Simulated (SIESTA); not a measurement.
# TiAl under changes of volume

One of the cells (16.065 Å³/atom); the others are scaled copies at fixed shape and fractional positions:

```xyz
2
Lattice="3.1791 0.0000 0.0000 0.0000 3.1791 0.0000 0.0000 0.0000 3.1791" Properties=species:S:1:pos:R:3 pbc="T T T"
Ti    0.0000    0.0000    0.0000
Al    1.5895    1.5895    1.5895
```

The cell comes from a database or a generator and needn't be the stable form of this composition.

- Program: SIESTA 5.4.2
- Functional: LDA
- Potentials or basis: PseudoDojo 0.4 standard (LDA files)
- Basis: DZP (energy shift 0.003 Ry; two zetas on semicore shells)
- Grid cutoff: 800 Ry
- Energy shift: 0.003 Ry
- k mesh: 8 × 8 × 8
- Occupations: fermi-dirac, width 0.05 eV
- Spin: no spin polarisation

| volume (Å³/atom) | energy over the lowest point (meV/atom) | pressure (GPa) |
| --- | --- | --- |
| 15.101 | 0.85 | 1.8 |
| 15.422 | 0.00 | -0.8 |
| 15.743 | 4.34 | -3.3 |
| 16.065 | ? | ? |
| 16.386 | 26.91 | -7.6 |
| 16.707 | 44.09 | -9.4 |
| 17.028 | 64.85 | -11.1 |

Problem. What does the run at 16.065 Å³/atom give?

Solution. Energy over the lowest point 13.49 meV/atom; pressure -5.6 GPa.

Worked out: A Birch-Murnaghan fit of order 3 (a polynomial in V^(-2/3)) to the other rows has its minimum at 15.31 Å³/atom with B0 = V·E''(V) = 129 GPa and B' = 3.9. It gives 13.50 meV/atom at 16.065 Å³/atom, against the run's 13.49, and -dE/dV = -5.7 GPa, against -5.6.

Energies are extrapolated to zero smearing.

Caveats: the basis of atomic orbitals isn't converged, which shifts pressures, moduli and gaps.
